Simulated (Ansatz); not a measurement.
# TiSe2: further runs on the relaxed cell

The task here is to estimate one member of a computed series from the others.

A COD entry behind a cell of this session may itself be a prediction, so a difference from it is no test against experiment.

Method: DFT PBE+D3(BJ), scalar-relativistic, plane waves, PAW, in Ansatz 0.2.0.

1 further run of the same task is left out (set aside as unsound or not needed).

## The structure to begin with

Symmetry: P-3m1, No. 164, trigonal system. Conventional cell: a = 3.481 Å, b = 3.481 Å, c = 5.873 Å, α = 90.00°, β = 90.00°, γ = 120.00°. Ti (site symmetry -3m) is surrounded by 6 Se at 2.54 Å. Se (site symmetry 3m) is surrounded by 3 Ti at 2.54 Å.

As a file:

```cif
data_structure
_symmetry_space_group_name_H-M 'P 1'
_symmetry_Int_Tables_number 1
_cell_length_a 3.4807
_cell_length_b 3.4807
_cell_length_c 5.8732
_cell_angle_alpha 90.000
_cell_angle_beta 90.000
_cell_angle_gamma 120.000
_cell_volume 61.62
loop_
_atom_site_label
_atom_site_type_symbol
_atom_site_fract_x
_atom_site_fract_y
_atom_site_fract_z
_atom_site_occupancy
Ti1 Ti 0.00000 0.00000 0.00000 1
Se1 Se 0.33333 0.66667 0.26467 1
Se2 Se 0.66667 0.33333 0.73533 1
```

It is the result of an earlier relaxation at this level (volume 20.54 Å³/atom; gap on the mesh: none (metal)).

The first run:

Input file input.yaml:

```yaml
crystal:
  lattice:
    - [3.4807141369, 0.0, 0.0]
    - [-1.7403570685, 3.0143868659, 0.0]
    - [0.0, 0.0, 5.8731574598]
  atoms:
    - { symbol: Ti, position: [0.0, 0.0, 0.0] }
    - { symbol: Se, position: [0.3333333333, 0.6666666667, 0.2646669996] }
    - { symbol: Se, position: [0.6666666667, 0.3333333333, 0.7353330004] }
basis:
  ecutwfc: 420
kpoints:
  mp_grid: { grid: [15, 15, 8] }
  band_path:
    path:
      - [[0.0, 0.0, 0.0], [0.5, 0.0, 0.0], [0.33333333, 0.33333333, 0.0], [0.0, 0.0, 0.0], [0.0, 0.0, 0.5], [0.5, 0.0, 0.5], [0.33333333, 0.33333333, 0.5], [0.0, 0.0, 0.5]]
      - [[0.5, 0.0, 0.5], [0.5, 0.0, 0.0]]
      - [[0.33333333, 0.33333333, 0.5], [0.33333333, 0.33333333, 0.0]]
    npoints: 14
hamiltonian:
  xc: pbe
  dispersion: d3bj
scf:
  occupations: { method: gaussian, width: 0.1 }
  n_extra_bands: 7
output:
  forces: true
  stress: true
  eigenvalues: true
  populations: true
  dos: { projected: true, de: 0.02, nscf_kmesh: { grid: [23, 23, 12] } }
  bader: true
  write_density: true
  write_potential: true
  elf: true
  volumetric_format: npy
```

On the command line:

```
$ ansatz run input.yaml --threads 2 --pin off --max-ram 5120MiB --backend cpu --events-out ev --progress --plain --runs-dir out
```

Steps of the session up to this table: Bands, states and charges; The cell under PBEsol; Relaxing with LDA; The cell under PBE.

One of the session's tables, all rows but one given; the rest of the session is left out.

It belongs to the step «One structure, several functionals». 

| functional | a (Å) | b (Å) | c (Å) | volume (Å³/atom) |
| --- | --- | --- | --- | --- |
| PBE+D3(BJ) | 3.481 | 3.481 | 5.873 | 20.54 |
| PBEsol | 3.473 | 3.473 | 5.955 | 20.73 |
| LDA | ? | ? | ? | ? |
| PBE | 3.539 | 3.539 | 6.743 | 24.38 |

Q: Estimate the row for LDA from the others.

The run gave: a (Å): 3.438; b (Å): 3.438; c (Å): 5.809; volume (Å³/atom): 19.82. In the column «a (Å)» it is the lowest.
